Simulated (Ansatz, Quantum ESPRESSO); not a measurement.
This is a calculation of ZnS (Wurtzite-2H) for Ansatz 0.2.0. 

The input input.yaml:

```yaml
crystal:
  lattice:
    - [3.811, 0.0, 0.0]
    - [-1.9055, 3.3004228138, 0.0]
    - [0.0, 0.0, 6.234]
  atoms:
    - { symbol: Zn, position: [0.6666666667, 0.3333333333, 0.5] }
    - { symbol: Zn, position: [0.3333333333, 0.6666666667, 0.0] }
    - { symbol: S, position: [0.6666666667, 0.3333333333, 0.885] }
    - { symbol: S, position: [0.3333333333, 0.6666666667, 0.385] }
hamiltonian:
  xc: pbesol
  pseudopotentials: { kind: paw }
kpoints:
  mp_grid: { grid: [8, 8, 5] }
scf:
  occupations: { method: fermi_dirac, width: 0.05 }
output:
  forces: true
  stress: true
  eigenvalues: true
  write_density: true
  write_potential: true
  elf: true
  volumetric_format: npy
```

Potentials or basis: Ansatz PAW.

The run is started by

```console
$ ansatz run input.yaml --threads 1 --pin off --max-ram 3584MiB --backend cpu --events-out ev --progress --plain --runs-dir out
```

Task: Translate it to Quantum ESPRESSO 7.5. Potentials or basis there: GBRV 1.5 PBEsol, cutoff 762 eV.

Result: As run (cutoffs and basis follow the program's own potentials, and thresholds, step limits or extra output files can differ):

File pw.in:

```
&CONTROL
  calculation = 'scf'
  prefix = 'pwscf'
  outdir = './tmp'
  pseudo_dir = './pseudo'
  tprnfor = .true.
  tstress = .true.
  disk_io = 'low'
/
&SYSTEM
  ibrav = 0
  celldm(1) = 8
  nat = 4
  ntyp = 2
  ecutwfc = 56
  ecutrho = 448
  nbnd = 36
  occupations = 'smearing'
  smearing = 'fd'
  degauss = 0.00367493
/
&ELECTRONS
  conv_thr = 8d-10
  electron_maxstep = 120
  mixing_beta = 0.5
/
ATOMIC_SPECIES
Zn    65.3800 zn_pbesol_v1.uspp.F.UPF
S     32.0600 s_pbesol_v1.4.uspp.F.UPF
CELL_PARAMETERS alat
  0.9002182826186   0.0000000000000   0.0000000000000
 -0.4501091413093   0.7796119016936   0.0000000000000
  0.0000000000000   0.0000000000000   1.4725690826146
ATOMIC_POSITIONS crystal
Zn     0.6666666667    0.3333333333    0.5000000000
Zn     0.3333333333    0.6666666667    0.0000000000
S      0.6666666667    0.3333333333    0.8850000000
S      0.3333333333    0.6666666667    0.3850000000
K_POINTS automatic
8 8 5 0 0 0
```

File pp_density.in:

```
&INPUTPP
  prefix = 'pwscf'
  outdir = './tmp'
  filplot = 'density.dat'
  plot_num = 0
/
&PLOT
  nfile = 1
  filepp(1) = 'density.dat'
  iflag = 3
  output_format = 6
  fileout = 'density.cube'
/
```

Contents of pp_potential.in:

```
&INPUTPP
  prefix = 'pwscf'
  outdir = './tmp'
  filplot = 'potential.dat'
  plot_num = 11
/
&PLOT
  nfile = 1
  filepp(1) = 'potential.dat'
  iflag = 3
  output_format = 6
  fileout = 'potential.cube'
/
```

Potentials or basis: GBRV 1.5 PBEsol.

Command:

```console
$ OMP_NUM_THREADS=1 mpirun -n 2 pw.x -nk 2 -in pw.in > pw.out
$ OMP_NUM_THREADS=1 mpirun -n 1 pp.x -in pp_density.in > pp_density.out
$ OMP_NUM_THREADS=1 mpirun -n 1 pp.x -in pp_potential.in > pp_potential.out
```

Both were run:

|  | Ansatz | Quantum ESPRESSO |
| --- | --- | --- |
| Pressure | -1.3 GPa | -1.2 GPa |
| Largest force | 0.306 eV/Å | 0.307 eV/Å |

Ansatz's pressure holds a Pulay term of +0.06 GPa for its cutoff of 420 eV, which the other run lacks.

The potentials hold 36 and 52 valence electrons a cell.

Ansatz's potentials were made for PBE.

Where Ansatz's input types no cutoff or centring, it takes its own default and a Γ-centred mesh.

Pressure is positive in compression.
